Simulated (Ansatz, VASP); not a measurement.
## One calculation of CdS, two programs

```
CELL_PARAMETERS angstrom
0.00000 2.93921 2.93921
2.93921 0.00000 2.93921
2.93921 2.93921 0.00000
ATOMIC_POSITIONS crystal
Cd 0.00000 0.00000 0.00000
S 0.25000 0.25000 0.25000
```

Alike in both runs: task single point; functional PBE; dispersion D4; k mesh 6 × 6 × 6; no spin polarisation.

|  | VASP | Ansatz |
| --- | --- | --- |
| version | VASP 6.6.1 | Ansatz 0.2.0 |
| potentials or method | VASP PAW PBE potentials, release 64 (Cd, S) | plane waves |
| plane-wave cutoff (eV) | 520 | 420 |
| occupations | gaussian, width 0.01 eV | fixed |
| valence electrons in the cell | 18 | 26 |

```csv
,VASP,Ansatz,Ansatz less VASP
gap on the k mesh at the Fermi level (eV),1.10,1.09,-0.003
pressure (GPa),-0.4,-0.7,-0.32
dispersion energy (meV/atom),-305.9,-306.0,-0.15
```

The two sets of potentials don't hold the same shells in valence.

PBE gaps usually lie below the measured ones, often by a third to a half.
